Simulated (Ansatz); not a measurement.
This Ansatz 0.2.0 run on LiF (Griceite) needs a look.

The input input.yaml:

```yaml
crystal:
  lattice:
    - [0.0, 2.014, 2.014]
    - [2.014, 0.0, 2.014]
    - [2.014, 2.014, 0.0]
  atoms:
    - { symbol: F, position: [0.5, 0.5, 0.5] }
    - { symbol: Li, position: [0.0, 0.0, 0.0] }
hamiltonian:
  xc: { exchange: pbe, correlation: none }
  pseudopotentials: { kind: paw }
kpoints:
  mp_grid: { grid: [7, 7, 7] }
scf:
  occupations: { method: fixed }
  mixing: { algorithm: anderson, beta: 0.005, ndim: 1 }
  max_iter: 80
output:
  forces: true
  stress: true
elastic:
  mode: relaxed_ion
  stencil: two_point
```

Potentials or basis: Ansatz PAW.

Run with:

```console
$ ansatz run input.yaml --threads 1 --pin off --max-ram 2560MiB --backend cpu --events-out ev --progress --plain --runs-dir out
```

Output:

```text
[... 105 lines left out ...]
did not converge after 80 iterations: dr2 = 7.54e-5 (threshold 1.00e-13), under the density mixer `anderson`; at k-index 0, counted from 0 in this SCF's own list of k-points, the highest band that the last eigensolve's fill by count filled, 2.348488 eV, and the lowest that it left empty, 11.651770 eV, lay 9.303e0 eV apart, the closest at any k-point: where those lie closer than the levels still move from one iteration to the next, and no symmetry of the run holds them equal, such a fill need not settle, and opposed starting moments at zero total moment, or else a narrow smearing, may settle it
```

How did it end, and where is the flaw?

The run did not converge. The input holds a flaw that was put in on purpose: mixing far too weak (scf.mixing = algorithm anderson, beta 0.005, ndim 1).
